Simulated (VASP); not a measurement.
Crystal: BaS.

```
Ba S
1.0
     0.00000    3.19375    3.19375
     3.19375    0.00000    3.19375
     3.19375    3.19375    0.00000
Ba S
1 1
Direct
  0.00000 0.00000 0.00000
  0.50000 0.50000 0.50000
```

* Program: VASP 6.6.1
* Task: relaxation of cell and atoms
* Functional: BEEF-vdW
* Potentials or basis: VASP PAW PBE potentials, release 64 (Ba_sv, S)
* Cutoff: 600 eV
* k mesh: 7 × 7 × 7
* Occupations: fermi-dirac, width 0.05 eV
* Spin: no spin polarisation

At the start: pressure 2.1 GPa; volume 32.58 Å³/atom.

Question: Where does the relaxation end?

Answer: Over 3 steps the energy falls by 9.6 meV/atom and the volume is 34.13 Å³/atom (+4.8 %); space group Fm-3m (No. 225, to 0.05 Å).

The path:
```tsv
step	energy change (eV)	largest force (eV/Å)	pressure (GPa)	volume (Å³)
1	0.0000	0.0000	2.07	65.15
2	-0.0177	0.0000	-0.52	69.20
3	-0.0193	0.0000	0.00	68.26
```

Final structure:
```
Ba S
1.0
     0.00000    3.24380    3.24380
     3.24380    0.00000    3.24380
     3.24380    3.24380    0.00000
Ba S
1 1
Direct
  0.00000 0.00000 0.00000
  0.50000 0.50000 0.50000
```

Caveat: the PAW data sets were made with another functional, which shifts forces and pressure a little.
